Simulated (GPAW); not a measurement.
Set up this calculation in GPAW 26.7.0, as an ASE script.

* Task: single point
* Functional: BHandHLYP
* Potentials or basis: GPAW PAW data sets (gpaw-data 1.2.1)
* Cutoff: 600 eV
* Basis: pw
* k mesh: 5 × 5 × 5
* Occupations: fermi-dirac, width 0.05 eV
* Spin: no spin polarisation
* Maxiter: 60

The structure of GaN lies in GaN.xyz:

```xyz
2
Lattice="0.0000000000 2.2535006075 2.2535006075 2.2535006075 0.0000000000 2.2535006075 2.2535006075 2.2535006075 0.0000000000" Properties=species:S:1:pos:R:3 pbc="T T T"
Ga     0.0000000000      0.0000000000      0.0000000000
N      1.1267503038      1.1267503038      1.1267503038
```

The cell is a database's computed one.

The input as run:

run.py

```python
from ase.dft.bandgap import bandgap
from ase.io import read, write
from gpaw import GPAW, PW

atoms = read('GaN.xyz')

calc = GPAW(mode=PW(600),
            xc={'name': 'HYB_GGA_XC_BHANDHLYP', 'fraction': 0.5, 'omega': 0.0, 'backend': 'pw'},
            kpts={'size': (5, 5, 5), 'gamma': True},
            occupations={'name': 'fermi-dirac', 'width': 0.05},
            nbands=9,
            convergence={'density': 1e-05, 'energy': 1e-05},
            maxiter=60,
            txt='gpaw.txt')
atoms.calc = calc
energy = atoms.get_potential_energy()
calc.write('gs.gpw')
write('result.traj', atoms)
print(f'Energy: {energy:.6f} eV')
print('Fermi level:', round(calc.get_fermi_level(), 4), 'eV')
print(f'Gap: {bandgap(calc)[0]:.4f} eV, direct: {bandgap(calc, direct=True)[0]:.4f} eV')
```

Potentials or basis: GPAW PAW data sets (gpaw-data 1.2.1), pw.

Launch:

```bash
$ OMP_NUM_THREADS=1 python run.py
```

Results of the run:

```
Band gap on the k mesh : 6.00 eV, direct
```

Caveat: the k mesh is coarse (spacing up to 0.48 Å⁻¹), so the values aren't converged, least of all with exact exchange.

Run time: 26 min on 1 thread of Intel(R) Xeon(R) Platinum 8375C CPU @ 2.90GHz (Ice Lake), on a shared host, peak memory 0.26 GiB.
